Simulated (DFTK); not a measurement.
## HfN in DFTK: the effect of functional

HfN:

```
Hf N
1.0
     0.00000    2.25600    2.25600
     2.25600    0.00000    2.25600
     2.25600    2.25600    0.00000
Hf N
1 1
Direct
  0.00000 0.00000 0.00000
  0.50000 0.50000 0.50000
```

Alike in all runs:

```yaml
Program: DFTK 0.8.2
Task: single point
Potentials_or_basis: SG15 1.2 (PBE)
Cutoff: 1225 eV
k_mesh: 10 × 10 × 10
Occupations: fermi-dirac, width 0.05 eV
Spin: no spin polarisation
```

```tsv
functional	pressure (GPa)
LDA	-12.3
PBEsol	-1.8
r2SCAN	?
```

Task: What does the run with functional r2SCAN give?

Result: Pressure -7.6 GPa.

Caveats: the potentials were made for another functional, which shifts forces and pressure.
